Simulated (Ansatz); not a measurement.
# Rh: the cost of one run

Program: Ansatz 0.2.0. Level of theory: DFT PBE, scalar-relativistic, plane waves, PAW. These are calculated values, not measurements.

The COD entry's cell or inner coordinates are ideal or old and differ from later refinements, so a difference from it is no clean test against experiment.

2 further runs of the same task are left out: 2 set aside as unsound or not needed.

## Step 1: The system as given

The structure is cubic, space group Fm-3m (No. 225). The conventional cell has a = 3.830 Å, b = 3.830 Å, c = 3.830 Å, α = 90.00°, β = 90.00°, γ = 90.00°. Around Rh (site symmetry m-3m) lie 12 Rh at 2.71 Å.

As a file:

```
CELL_PARAMETERS angstrom
0.00000 1.91499 1.91499
1.91499 0.00000 1.91499
1.91499 1.91499 0.00000
ATOMIC_POSITIONS crystal
Rh 0.00000 0.00000 0.00000
```

This cell was relaxed beforehand with the same method: volume 14.05 Å³/atom, gap on the mesh none (metal).

## Step 2: Electronic structure at the relaxed geometry

input.yaml

```yaml
crystal:
  lattice:
    - [0.0, 1.914989029, 1.914989029]
    - [1.914989029, 0.0, 1.914989029]
    - [1.914989029, 1.914989029, 0.0]
  atoms:
    - { symbol: Rh, position: [0.0, 0.0, 0.0] }
basis:
  ecutwfc: 420
kpoints:
  mp_grid: { grid: [18, 18, 18] }
  band_path:
    path:
      - [[0.0, 0.0, 0.0], [0.5, 0.0, 0.5], [0.625, 0.25, 0.625]]
      - [[0.375, 0.375, 0.75], [0.0, 0.0, 0.0], [0.5, 0.5, 0.5], [0.5, 0.25, 0.75], [0.5, 0.0, 0.5]]
    npoints: 14
hamiltonian:
  xc: pbe
scf:
  occupations: { method: gaussian, width: 0.1 }
  n_extra_bands: 6
output:
  forces: true
  stress: true
  eigenvalues: true
  populations: true
  dos: { projected: true, de: 0.02, nscf_kmesh: { grid: [27, 27, 27] } }
  bader: true
  write_density: true
  write_potential: true
  elf: true
  volumetric_format: npy
```

On the command line:

```bash
> ansatz run input.yaml --threads 1 --pin off --max-ram 2560MiB --backend cpu --events-out ev --progress --plain --runs-dir out
```

**Question.** How long does this run take on 1 thread of Intel Xeon Platinum 8259CL at 2.50GHz (Skylake/Cascade Lake), shared host, and how much memory does it need?

About 17 s, with a peak of 0.46 GiB.
